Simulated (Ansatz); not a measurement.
## Convergence notes, G0W0 on PbS (rocksalt)

Rocksalt PbS, relaxed with r2SCAN; one-shot G0W0 in Ansatz without spin-orbit coupling. The values are computed, spin-unpolarised, and not measurements.

```
Pb S
1.0
     0.00000    2.98723    2.98723
     2.98723    0.00000    2.98723
     2.98723    2.98723    0.00000
Pb S
1 1
Direct
  0.00000 0.00000 0.00000
  0.50000 0.50000 0.50000
```

Gaps are read over the mesh points alone. G0W0 here is at a finite number of bands, screening cutoff and k mesh, not at the basis limit.

| start | potentials | frequency model | mesh | empty bands | screening cutoff (eV) | Kohn-Sham gap (eV) | G0W0 gap (eV) | rough cost |
| --- | --- | --- | --- | --- | --- | --- | --- | --- |
| PBE | PAW | contour deformation | 4×4×4 | 86 | 80 | 0.43 | 0.48 | 10 core-seconds |
| PBE | PAW | contour deformation | 4×4×4 | 200 | 140 | 0.43 | 0.59 | 40 core-seconds |
| PBE | PAW | contour deformation | 4×4×4 | 368 | 210 | 0.43 | 0.68 | 2.5 core-minutes |
| HSE06 | PAW | contour deformation | 4×4×4 | 200 | 140 | 0.88 | 0.85 | 2.3 core-minutes |
| r2SCAN | PAW | contour deformation | 4×4×4 | 200 | 140 | 0.69 | 0.77 | 50 core-seconds |
| PBE | PAW | Godby-Needs pole | 4×4×4 | 200 | 140 | 0.43 | 0.54 | 40 core-seconds |
| PBE | PAW | contour deformation | 6×6×6 | 86 | 80 | 0.44 | 0.54 | 60 core-seconds |
| PBE | norm-conserving | contour deformation | 4×4×4 | 200 | 140 | 0.44 | 0.59 | 70 core-seconds |

The quasiparticle gap on this mesh is 0.68 eV (direct at L), against 0.43 eV from PBE: +0.25 eV. Renormalisation factors Z lie between 0.63 and 0.74.

Raising bands and cutoff together moves the gap by +0.11 eV (80 to 140 eV), then +0.09 eV (140 to 210 eV); the last step is still large, so the basis limit isn't reached. Starting from HSE06 (0.88 eV against PBE's 0.43 eV) gives 0.85 eV, +0.26 eV from G0W0@PBE at the same screening cutoff. Starting from r2SCAN (0.69 eV against PBE's 0.43 eV) gives 0.77 eV, +0.18 eV from G0W0@PBE at the same screening cutoff. The Godby-Needs plasmon pole differs from contour deformation by -0.05 eV. A 6×6×6 mesh in place of 4×4×4 changes the opening over PBE by +0.06 eV (the gap on the mesh by +0.06 eV). Norm-conserving potentials (wave cutoff 850 eV against 420 eV) shift the quasiparticle gap by 0.00 eV and the PBE gap by +0.01 eV. On these meshes the dielectric constant comes out too large, which adds an error that these runs don't bound. r2SCAN runs take a wave cutoff of 500 eV.
